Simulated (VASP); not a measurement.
Runs of VASP 6.6.1 on CdSe (Cadmoselite). The structure is hexagonal, space group P6_3mc (No. 186). Conventional cell: a = 4.300 Å, b = 4.300 Å, c = 7.020 Å, α = 90.00°, β = 90.00°, γ = 120.00°. Cd (site symmetry 3m) has 4 Se at 2.61 to 2.70 Å as nearest neighbours. Around Se (site symmetry 3m) lie 4 Cd at 2.61 to 2.70 Å. 

| level | potentials or basis | gap on the mesh (eV) | pressure (GPa) | largest force (eV/Å) |
| --- | --- | --- | --- | --- |
| PBEsol | VASP PAW PBE potentials, release 64 (Cd, Se) | 0.58 | (b) | 0.27 |
| LDA | VASP PAW LDA potentials, release 64 (Cd, Se) | 0.46 | -1.4 | 0.27 |
| r2SCAN | VASP PAW PBE potentials, release 64 (Cd, Se) | (a) | (c) | 0.29 |
| TB-mBJ | VASP PAW PBE potentials, release 64 (Cd, Se) | 2.04 | - | - |

Alike in all rows: task band structure; no spin polarisation; cell as given; k mesh 8 × 8 × 4; cutoff (eV) 520; smearing gaussian 0.02 eV.

Estimate the missing entries.

(a) 1.19; (b) 0.5; (c) 1.8.

Caveats: the PAW data sets were made with another functional, which shifts forces and pressure a little (some runs).

A k mesh can miss the band edges, and the runs leave out spin-orbit coupling on Cd, Se.
